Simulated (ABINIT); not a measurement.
Ag in ABINIT: the effect of functional

Crystal: Ag.

```
CELL_PARAMETERS angstrom
2.93000 0.00000 0.00000
-1.46500 2.53745 0.00000
0.00000 0.00000 4.79000
ATOMIC_POSITIONS crystal
Ag 0.66667 0.33333 0.75000
Ag 0.33333 0.66667 0.25000
```

This isn't the form of Ag at room conditions, which is fcc.

Alike in all runs:

```yaml
Program: ABINIT 10.8.3 (patched build)
Task: single point
Potentials_or_basis: JTH PAW PBE v2.0
Cutoff: 544 eV
k_mesh: 10 × 10 × 6
Occupations: fermi-dirac, width 0.05 eV
Spin: no spin polarisation
```

```tsv
functional	pressure (GPa)
LDA	-10.3
PBEsol	-6.0
RPBE	4.6
BLYP	7.4
AM05	-5.7
r2SCAN	-2.6
SCAN	-4.3
revPBE	3.5
PW91	?
WC	-5.6
```

Q: What does the run with functional PW91 give?

A: Pressure 0.4 GPa.

Caveats: the PAW data sets were made with another functional, which shifts forces and pressure a little.

Runs at the PBE level aren't shown here.
